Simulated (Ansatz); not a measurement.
**Sn3S5: competing structures**

Level of theory: DFT PBE, scalar-relativistic, plane waves, PAW (Ansatz). Settings: cutoff 420 eV, Γ-centred meshes spaced at most about 0.3 Å⁻¹, and about 0.25 Å⁻¹ or finer for metals (2π included), Gaussian smearing. No spin polarisation.

The zero of energy is the elements' standard structures at the same level; no fitted shifts are applied. The references include grey tin.

Temperature and zero-point effects are left out. Larger cells and other orderings weren't all tried, so the list isn't exhaustive. The k mesh leaves some 4 meV/atom of noise in the energy of each metallic cell. No dispersion correction is applied, so the spacing and binding between layers, chains or molecules are poorly described (P1, R32, Pmmm), and this can change margins and order among such cells. Kohn–Sham gaps at this level usually fall short of measured ones. The reference form of S is held partly by dispersion forces, which this level lacks.

Invented guesses were relaxed alike, and ends that match in structure were merged. ΔE counts from the first row. Coordination counts S atoms around Sn (those within 1.25 times the shortest such distance or 1.15 times the sum of covalent radii, 1.27 where that leaves under three; a plus sign parts nearer from farther groups; the shortest distance is added where it exceeds 1.18 times the sum of covalent radii; a slash parts the counts of unlike sites). The ends were matched against large subsets of the Crystallography Open Database and the Materials Project, so a missing match doesn't prove that a structure is unreported.

| # | reached from | type and space group | atoms | Å³/atom | coordination | ΔE (meV/atom) | gap on mesh (eV) | in databases |
| --- | --- | --- | --- | --- | --- | --- | --- | --- |
| 1 | a relaxed cell, shaken at random and relaxed again | P1 (No. 1) | 8 | 34.2 | Sn 5 | 0 | 0.55 | no match |
| 2 | random cell | R32 (No. 155) | 8 | 34.9 | Sn 5 | 21 | 0.00 | no match |
| 3 | random cell | Pm-3m (No. 221) | 8 | 22.9 | Sn 6 | 39 | 0.00 | no match |
| 4 | Ti3Pd5 type (P4/mmm) | P4/mmm (No. 123) | 8 | 25.4 | Sn 1+4/8 from 3.1 Å | 46 | 0.00 | no match |
| 5 | Ti3Al5 type (Pmmm) | Pmmm (No. 47) | 8 | 23.5 | Sn 4/4+4 | 93 | 0.00 | no match |

The lowest: Space group P1 (No. 1), triclinic, a = 7.014 Å, b = 7.119 Å, c = 7.183 Å, α = 63.2°, β = 63.7°, γ = 64.0°. Sn on its first site is surrounded by 5 S at 2.57–2.74 Å and 2 Sn at 3.35–3.36 Å; Sn on its second site is surrounded by 5 S at 2.57–2.75 Å and 2 Sn at 3.35–3.36 Å; Sn on its third site has 5 S at 2.57–2.74 Å and 2 Sn at 3.35 Å; around S on its first site lie 3 Sn at 2.57–2.74 Å; around S on its second site lie 3 Sn at 2.57–2.74 Å; 3 more sites not described. Its energy over the elements is −0.129 eV/atom. It lies below the elements, which doesn't yet make it stable against other compounds or structures. An observed structure of this formula, if there is one, may be missing.

```yaml
crystal:
  lattice:
    - [7.01405, 0.00000, 0.00000]
    - [3.12522, 6.39673, 0.00000]
    - [3.18594, 2.05267, 6.10224]
  atoms:
    - { symbol: Sn, position: [0.22406, 0.53845, 0.73688] }
    - { symbol: Sn, position: [0.53918, 0.73704, 0.22456] }
    - { symbol: Sn, position: [0.73629, 0.22391, 0.53803] }
    - { symbol: S, position: [0.92188, 0.46009, 0.11648] }
    - { symbol: S, position: [0.46014, 0.11605, 0.92142] }
    - { symbol: S, position: [0.11776, 0.92390, 0.46281] }
    - { symbol: S, position: [0.61351, 0.60259, 0.59985] }
    - { symbol: S, position: [0.38718, 0.39797, 0.39996] }
```

The second: Space group R32 (No. 155), trigonal, a = 7.559 Å, c = 16.914 Å. Sn has 5 S at 2.58–2.66 Å and 2 Sn at 3.38 Å; S on a site of symmetry 2 is surrounded by 3 Sn at 2.58–2.66 Å; around S on a site of symmetry 3 lie 3 Sn at 2.64 Å. Counting S atoms around Sn, the first and the second both have Sn 5. The first is the arrangement of the second in a distorted form. Cells relaxed within their symmetry can be saddle points.

```
Sn S
1.0
     3.77952    2.18210    5.63815
    -3.77952    2.18210    5.63815
     0.00000   -4.36421    5.63815
Sn S
3 5
Direct
  0.75831 0.24169 0.50000
  0.50000 0.75831 0.24169
  0.24169 0.50000 0.75831
  0.09972 0.90028 0.50000
  0.50000 0.09972 0.90028
  0.90028 0.50000 0.09972
  0.39482 0.39482 0.39482
  0.60518 0.60518 0.60518
```

Some candidate types were left out of the draw beforehand, so a known form may be missing.
